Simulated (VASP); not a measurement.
Data:

```xyz
2
Lattice="0.0000 3.1198 3.1198 3.1198 0.0000 3.1198 3.1198 3.1198 0.0000" Properties=species:S:1:pos:R:3 pbc="T T T"
Zn     3.1198     3.1198     3.1198
Te     1.5599     1.5599     1.5599
```

Level of theory: PBE GGA, VASP's PBE PAW potentials (set 64) (plane waves; VASP 6.6.1). Numerical set-up: 300 eV cut-off, 9×9×9 Γ-centred mesh, Gaussian smearing of 0.010 eV, potentials Zn Te.

At this cut-off the stress carries a Pulay error, which pulls relaxed volumes low. Energy and stress use the plane-wave basis of the starting cell.

Q: The ions, cell shape and volume are relaxed. What does this cell relax into?

A: 
```xyz
2
Lattice="0.0000 3.0908 3.0908 3.0908 0.0000 3.0908 3.0908 3.0908 0.0000" Properties=species:S:1:pos:R:3 pbc="T T T"
Zn     3.0908     3.0908     3.0908
Te     1.5454     1.5454     1.5454
```
Space group F-43m (216), at a tolerance of 0.03 Å.

Q: How do energy and volume change from the first to the last step?

A: The energy (σ→0) changes by -3.1 meV/atom and the volume by -2.8 %, in 3 ionic steps.

```
step  E(σ→0) (eV)  max force (eV/Å)  pressure (GPa)  volume (Å³)
----  -----------  ----------------  --------------  -----------
1         -5.1824             0.000           -1.12        60.73
2         -5.1886             0.000            0.14        58.88
3         -5.1887             0.000            0.03        59.05
```

The structure comes from a computed database's ZnTe entry; how it stands against other phases isn't given here. This run relaxes it. Symmetry was kept, so distortions that lower it aren't found. The run is one of a series of settings (EDIFFG = -0.01, IBRION = 2, ISIF = 3, NSW = 50 against the base run), some of them coarse on purpose.
